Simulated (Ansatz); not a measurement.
Al:

```
CELL_PARAMETERS angstrom
2.81246 0.00000 0.00000
-1.40623 2.43566 0.00000
0.00000 0.00000 4.86685
ATOMIC_POSITIONS crystal
Al 0.33333 0.66667 0.25000
Al 0.66667 0.33333 0.75000
```

This isn't the form of Al at room conditions, which is fcc.

```yaml
Program: Ansatz 0.2.0
Task: relaxation of cell and atoms
Functional: PBE
Dispersion: D3(BJ)
Potentials_or_basis: Ansatz PAW
Cutoff: "420 eV (not typed: the program's choice for these potentials)"
k_mesh: 11 × 11 × 6
Occupations: fermi-dirac, width 0.05 eV
Spin: no spin polarisation
```

At the start: volume 16.67 Å³/atom.

Q: Where does the relaxation end?

A: It ends after 7 steps and the volume is 15.93 Å³/atom (-4.4 %); space group P6_3/mmc (No. 194, to 0.05 Å).

The path:
```tsv
step	energy change (eV)	largest force (eV/Å)	volume (Å³)
1	0.0000	0.0000	33.34
2	-0.0345	0.0000	31.42
3	-0.0359	0.0000	31.89
4	-0.0360	0.0000	31.85
5	-0.0360	0.0000	31.86
6	-0.0360	0.0000	31.86
7	-0.0356	0.0000	31.86
```

Final structure:
```
Al
1.0
     2.81248    0.00000    0.00000
    -1.40624    2.43568    0.00000
     0.00000    0.00000    4.65020
Al
2
Direct
  0.33333 0.66667 0.25000
  0.66667 0.33333 0.75000
```

Caveat: the plane-wave basis is chosen anew once the cell has moved, so the energies of steps on either side of that aren't comparable; pairwise dispersion overbinds metals, which lowers pressure and volume.
